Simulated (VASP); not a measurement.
Write the native input for VASP 6.6.1 that does the following.

```
Task                   : relaxation of cell and atoms
Functional             : r2SCAN
Potentials or basis    : VASP PAW PBE potentials, release 64 (Co, Sn_d)
Cutoff                 : 600 eV
k mesh                 : 7 × 7 × 6
Occupations            : gaussian, width 0.1 eV
Spin                   : no spin polarisation
Further INCAR settings : ALGO = Normal; EDIFF = 1e-07; IBRION = 2; EDIFFG = -0.004; NSW = 80; ISIF = 3
```

The structure of CoSn lies in POSCAR:

```
CoSn
1.0
    5.2460399300      0.0000000000      0.0000000000
   -2.6230199600      4.5432038500      0.0000000000
    0.0000000000      0.0000000000      4.1875903000
Co Sn
3 3
Direct
    0.0000000000      0.5000000000      0.0000000000
    0.5000000000      0.5000000000      0.0000000000
    0.5000000000      0.0000000000      0.0000000000
    0.6666666700      0.3333333300      0.5000000000
    0.3333333300      0.6666666700      0.5000000000
    0.0000000000      0.0000000000      0.0000000000
```

The cell is a database's computed one.

The input as run:

INCAR

```
SYSTEM = CoSn
ALGO = Normal
EDIFF = 1E-7
EDIFFG = -0.004
ENCUT = 600
IBRION = 2
ISIF = 3
ISMEAR = 0
LASPH = .True.
LCHARG = .False.
LMIXTAU = .True.
LREAL = .False.
LWAVE = .False.
METAGGA = R2SCAN
NELM = 80
NSW = 80
PREC = Accurate
SIGMA = 0.1
```

KPOINTS

```
k-points
0
Gamma
  7 7 6
  0 0 0
```

Potentials or basis: VASP PAW PBE potentials, release 64 (Co, Sn_d).

Command:

```bash
$ cat potpaw_PBE.64/Co/POTCAR potpaw_PBE.64/Sn_d/POTCAR > POTCAR
$ mpirun -np 1 vasp_std > vasp.out
```

Results of the run:

```json
{
 "Relaxed volume": "16.64 Å³/atom",
 "Relaxed cell": "a = 5.244 Å, b = 5.244 Å, c = 4.193 Å, α = 90.00°, β = 90.00°, γ = 120.00°",
 "Space group after relaxing (to 0.05 Å)": "P6/mmm (No. 191)",
 "Energy gained by relaxing": "0.0 meV/atom",
 "Ionic steps": "5",
 "Pressure after relaxing": "0.0 GPa",
 "Band gap on the k mesh": "none (metal or under the smearing width)"
}
```

Caveat: the PAW data sets were made with another functional, which shifts forces and pressure a little.

Run time: 16 min on 1 thread of Intel(R) Xeon(R) 6975P-C (Granite Rapids), on a shared host, peak memory 0.36 GiB.
